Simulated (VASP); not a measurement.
# BeTe (strained zincblende), PBE single-point calculation: Ansatz's output and VASP's

```
Be Te
1.0
     0.00000    2.85691    2.80700
     2.85691    0.00000    2.80700
     2.85691    2.85691    0.00000
Be Te
1 1
Direct
  0.00000 0.00000 0.00000
  0.25000 0.25000 0.25000
```

Ansatz printed

```
SCF 1 converged in 7 iterations: F = -7073.442453 eV  dr2 = 7.79e-8
  greatest PAW one-centre occupation: 0.998 electrons in one spin orbital (limit 2), on the Te atom at site 1 (counted from 0), in its partial waves of l = 2
NSCF: frozen V_eff on 6 k-points
SCF converged after 7 iterations
Free energy (F): -7073.442453 eV
Harris-Foulkes:  -7073.442453 eV  (|F-HF|=6.76e-8)
Internal energy: -7073.442453 eV  (E = F + TS)
E sigma→0 (E₀):  -7073.442453 eV
Fermi energy:    8.086135 eV
--- Per-component energies (eV) ---
  E_band       = -272.869806
  E_kinetic    = 199.176489
  E_local      = -1390.960925  (includes V_loc(G=0)·N_el)
  E_nonlocal   = -305.191958
  E_hartree    = 865.372257
  E_xc         = -143.092681
  E_vxc        = -123.774493  (∫ρ·V_xc dr)
  E_paw        = -4722.740026  (= ΣΔE_a)
  E_vpaw       = -382.852397  (= ΣTr[D̂ρ^β])
  E_aug_tail   = -0.000163  (compensation charges beyond the density's cutoff)
  E_ewald      = -1576.005446
  E_smearing   = -0.000000  (= −TS)
  E_closure    = 0.000000  (closes the sum)
  Σ components = -7073.442453   (vs F -7073.442453, Δ=0.00e0)
--- Forces (eV/Å), atoms counted from 1 ---
  atom   1  Be     0.00000000     0.00000000    -0.00000000
  atom   2  Te     0.00000000     0.00000000     0.00000000
  max |Σ_I F_I| component: 1.82e-16 eV/Å
--- Stress (GPa, compression-positive) ---
       -0.823564       0.000000       0.000000
        0.000000      -0.823564       0.000000
        0.000000       0.000000       0.197063
  P = ⅓ Tr σ = -0.4834 GPa (-4.834 kbar)
--- Band table (eV; the first three rows and the last of 59) ---
  k-point 0: bands = ["-29.1103", "-29.1086", "-29.1086", "-29.0991", "-29.0965", "-5.0618", "7.0391", "7.0391", "7.1292", "10.6948", "10.7064", "10.7312", "10.7312"]
  k-point 1: bands = ["-29.1100", "-29.1083", "-29.1082", "-29.0990", "-29.0965", "-4.9198", "5.7892", "6.8075", "6.8848", "10.5690", "11.0412", "11.0599", "12.0418"]
  k-point 2: bands = ["-29.1093", "-29.1075", "-29.1073", "-29.0987", "-29.0963", "-4.5298", "3.8426", "6.3714", "6.4791", "10.3308", "11.5571", "11.5867", "13.9764"]
  k-point 58: bands = ["-29.1117", "-29.1027", "-29.1027", "-29.0983", "-29.0966", "-3.2752", "2.1621", "4.4476", "4.4476", "9.0428", "9.6883", "16.6636", "16.6636"]
```

Each program uses its own PAW datasets. VASP's cell holds 8 valence electrons and Ansatz's 18. Ansatz's stress includes a Pulay correction; VASP's doesn't.

Problem. What does VASP give for the same cell and level of theory?

Solution. gap between bands v and c 1.90 eV; least direct gap 3.55 eV; pressure -0.4 GPa.

From OUTCAR

```
k-points           NKPTS =     59   k-points in BZ     NKDIM =     59   number of bands    NBANDS=     11

   NELECT =       8.0000    total number of electrons

   dimension x,y,z NGX =    30 NGY =   30 NGZ =   30
   dimension x,y,z NGXF=    60 NGYF=   60 NGZF=   60

  energy-cutoff  :      520.00
  volume of cell :       45.82
      direct lattice vectors                 reciprocal lattice vectors
     0.000000000  2.856909862  2.806999838    -0.175014272  0.175014272  0.178126124
     2.856909862  0.000000000  2.806999838     0.175014272 -0.175014272  0.178126124
     2.856909862  2.856909862  0.000000000     0.175014272  0.175014272 -0.178126124

 k-points in reciprocal lattice and weights: KPOINTS created by Atomic Simulation Env
   0.00000000  0.00000000  0.00000000       0.002
   0.12500000  0.00000000  0.00000000       0.016
   0.25000000  0.00000000  0.00000000       0.016
   0.37500000  0.00000000  0.00000000       0.016
   0.50000000  0.00000000  0.00000000       0.008
   0.12500000  0.12500000  0.00000000       0.004
   0.25000000  0.12500000  0.00000000       0.016
   0.37500000  0.12500000  0.00000000       0.016
   ...

 E-fermi :   5.3000

 k-point     1 :       0.0000    0.0000    0.0000
  band No.  band energies     occupation
      1      -7.3175      2.00000
      2       4.7828      2.00000
      3       4.7828      2.00000
      4       4.8727      2.00000
      5       8.4208      0.00000
      6       8.4466      0.00000
      7       8.4571      0.00000
      8       8.4571      0.00000
      9      13.0918      0.00000
     10      14.8358      0.00000
     11      15.1628      0.00000

 k-point     2 :       0.1250    0.0000    0.0000
  band No.  band energies     occupation
      1      -7.1754      2.00000
      2       3.5302      2.00000
      3       4.5504      2.00000
      4       4.6275      2.00000
      5       8.3005      0.00000
      6       8.7668      0.00000
      7       8.7854      0.00000
      8       9.7775      0.00000
      9      13.5167      0.00000
     10      13.9931      0.00000
     11      14.2138      0.00000

 k-point     3 :       0.2500    0.0000    0.0000
  band No.  band energies     occupation
      1      -6.7845      2.00000
      2       1.5810      2.00000
      3       4.1131      2.00000
      4       4.2207      2.00000
      5       8.0630      0.00000
      6       9.2803      0.00000
      7       9.3100      0.00000
      8      11.7104      0.00000
      9      13.7617      0.00000
     10      13.7900      0.00000
     11      13.9535      0.00000

 k-point     4 :       0.3750    0.0000    0.0000
  band No.  band energies     occupation
      1      -6.2910      2.00000
      2       0.0474      2.00000
      3       3.7741      2.00000
      4       3.9069      2.00000
      5       7.8775      0.00000
      6       9.3929      0.00000
      7       9.4887      0.00000
      8      12.6504      0.00000
      9      14.4217      0.00000
     10      14.8452      0.00000
     11      14.8717      0.00000

 k-point     5 :       0.5000    0.0000    0.0000
  band No.  band energies     occupation
      1      -6.0362      2.00000
      2      -0.5651      2.00000
      3       3.6520      2.00000
      4       3.7942      2.00000
      5       7.8112      0.00000
      6       9.3600      0.00000
      7       9.4765      0.00000
      8      12.6412      0.00000
      9      15.6139      0.00000
     10      16.1775      0.00000
     11      16.2904      0.00000

 k-point     6 :       0.1250    0.1250    0.0000
  band No.  band energies     occupation
      1      -7.1231      2.00000
      2       3.7745      2.00000
      3       4.1440      2.00000
      4       4.1440      2.00000
      5       8.0341      0.00000
      6       9.3772      0.00000
      7       9.3772      0.00000
      8       9.4612      0.00000
      9      13.0701      0.00000
     10      14.0010      0.00000
     11      15.0826      0.00000

 k-point     7 :       0.2500    0.1250    0.0000
  band No.  band energies     occupation
      1      -6.8092      2.00000
      2       2.1516      2.00000
      3       3.6657      2.00000
      4       3.8900      2.00000
      5       8.1142      0.00000
      6       9.2799      0.00000
      7      10.0799      0.00000
      8      10.6172      0.00000
      9      13.2416      0.00000
     10      14.6120      0.00000
     11      14.9127      0.00000

 k-point     8 :       0.3750    0.1250    0.0000
  band No.  band energies     occupation
      1      -6.3366      2.00000
      2       0.5436      2.00000
      3       3.3757      2.00000
      4       3.4449      2.00000
      5       8.2383      0.00000
      6       9.4745      0.00000
      7      10.2334      0.00000
      8      11.2213      0.00000
      9      14.5292      0.00000
     10      14.9406      0.00000
     11      15.6536      0.00000

 ...

  Total       -0.1984697     -0.1984697      0.0923631      0.0000000      0.0000000      0.0000000
  in kB       -6.9396796     -6.9396796      3.2295624      0.0000000      0.0000000      0.0000000
  external PRESSURE =      -3.5499323 kB  Pullay stress =       0.0000000 kB

 POSITION                                       TOTAL-FORCE (eV/Angst)
 -----------------------------------------------------------------------------------
      0.00000      0.00000      0.00000        -0.000000     -0.000000      0.000000
      1.42845      1.42845      1.40350         0.000000      0.000000     -0.000000
 -----------------------------------------------------------------------------------
    total drift:                                0.000000      0.000000      0.000000

  FREE ENERGIE OF THE ION-ELECTRON SYSTEM (eV)
  ---------------------------------------------------
  free  energy   TOTEN  =        -7.6224659218 eV

  energy  without entropy=       -7.6224659218  energy(sigma->0) =       -7.62246592
```
